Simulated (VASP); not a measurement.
Input of a VASP 6.6.1 run:

Contents of INCAR:

```
ALGO = Normal
EDIFF = 1E-7
ENCUT = 520
ISIF = 2
ISMEAR = 0
LASPH = T
LCHARG = F
LMIXTAU = T
LREAL = F
LWAVE = F
METAGGA = R2SCAN
NBANDS = 17
NELM = 80
PREC = Accurate
SIGMA = 0.03
```

KPOINTS

```
k-points
0
Gamma
  8 8 8
```

File POSCAR:

```
TePb                                    
1.0
    0.0000000000      3.2218515830      3.2218515830
    3.2218515830      0.0000000000      3.2218515830
    3.2218515830      3.2218515830      0.0000000000
  Te              Pb            
     1     1
Direct
     0.5000000000000000    0.5000000000000000    0.5000000000000000
     0.0000000000000000    0.0000000000000000    0.0000000000000000
```

Contents of KPOINTS_OPT:

```
explicit points
202
Reciprocal
 0.0000000000  0.0000000000  0.0000000000 1
 0.0555555556  0.0000000000  0.0555555556 1
 0.1111111111  0.0000000000  0.1111111111 1
 0.1666666667  0.0000000000  0.1666666667 1
 0.2222222222  0.0000000000  0.2222222222 1
 0.2777777778  0.0000000000  0.2777777778 1
[... 194 lines left out ...]
 0.4872734700  0.0127265300  0.5000000000 1
 0.5127265300 -0.0127265300  0.5000000000 1
```

Potentials or basis: VASP PAW PBE potentials, release 64 (Te, Pb_d).

Run with:

```console
$ cat potpaw_PBE.64/Te/POTCAR potpaw_PBE.64/Pb_d/POTCAR > POTCAR
$ mpirun -np 1 vasp_std > vasp.out
```

(1) What does it give for the band gap along the path?

(2) Estimate the pressure.

## Answers

(1) 1.00 eV, direct.

(2) 1.9 GPa.

Caveat: the PAW data sets were made with another functional, which shifts forces and pressure a little; spin-orbit coupling is left out, which as a rule narrows the gap of such compounds by several tenths of an eV.

**Measured values to compare with.**

From a printed reference work, monograph, for a bulk crystal of TePb at 4.2 K: band gap 0.19 eV (direct).

Measured gap of TePb: 0.19 eV (direct; 4.2 K; a printed reference work, monograph). This calculation gives 1.00 eV (+0.81 eV). Spin-orbit coupling on Pb, Te is left out. The value is that of r2SCAN, without temperature or zero-point motion.
